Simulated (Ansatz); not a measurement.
# Strain response of Ir

The calculation used Ansatz 0.2.0, DFT r2SCAN, scalar-relativistic, plane waves, PAW. Run with 500 eV cutoff, 20×20×14 k-mesh, Gaussian smearing of 0.10 eV, no spin polarisation.

The relaxed crystal:

```
Ir
1.0
     1.92209    1.92209    0.00000
    -1.92209    1.92209    0.00000
     0.00000    0.00000    3.84418
Ir
2
Direct
  0.00000 0.00000 0.00000
  0.50000 0.50000 0.50000
```

Deformation: uniaxial strain along a, with the lengths of b and c and the atoms relaxed and the angles held, all within the symmetry that the strain leaves. Energies are extrapolated to zero smearing. Stress is positive in compression, on the Cartesian axes of the cell above.

Spin–orbit coupling is left out, which can shift energies with elements as heavy as these.

```
strain (%)  ΔE (meV/atom) a (Å) b (Å) c (Å)  σxx (GPa)  σyy (GPa)  σzz (GPa)  σyz (GPa)  σxz (GPa)  σxy (GPa)
      -3.0           27.8  2.637  2.726  3.886      10.91      10.91       0.00       0.00       0.00      10.92
      -2.0              ?  2.664      ?      ?          ?          ?          ?          ?          ?          ?
      -1.0            2.8  2.691  2.721  3.858       3.26       3.26       0.00       0.00       0.00       3.27
      +0.0            0.0  2.718  2.718  3.844      -0.04      -0.04       0.08       0.00       0.00       0.00
      +1.0              ?  2.745      ?      ?          ?          ?          ?          ?          ?          ?
      +2.0           10.4  2.773  2.712  3.818      -5.61      -5.61       0.00       0.00       0.00      -5.61
      +3.0           22.4  2.800  2.710  3.804      -7.89      -7.89       0.01       0.00       0.00      -7.91
```

Problem. Fill in the row at -2.0 %.

Solution. ΔE 11.8 meV/atom; b 2.723 Å; c 3.872 Å; σxx 6.91 GPa; σyy 6.91 GPa; σzz 0.00 GPa; σyz 0.00 GPa; σxz 0.00 GPa; σxy 6.91 GPa.

Problem. Fill in the row at +1.0 %.

Solution. ΔE 2.8 meV/atom; b 2.715 Å; c 3.831 Å; σxx -2.99 GPa; σyy -2.99 GPa; σzz 0.00 GPa; σyz 0.00 GPa; σxz 0.00 GPa; σxy -2.99 GPa.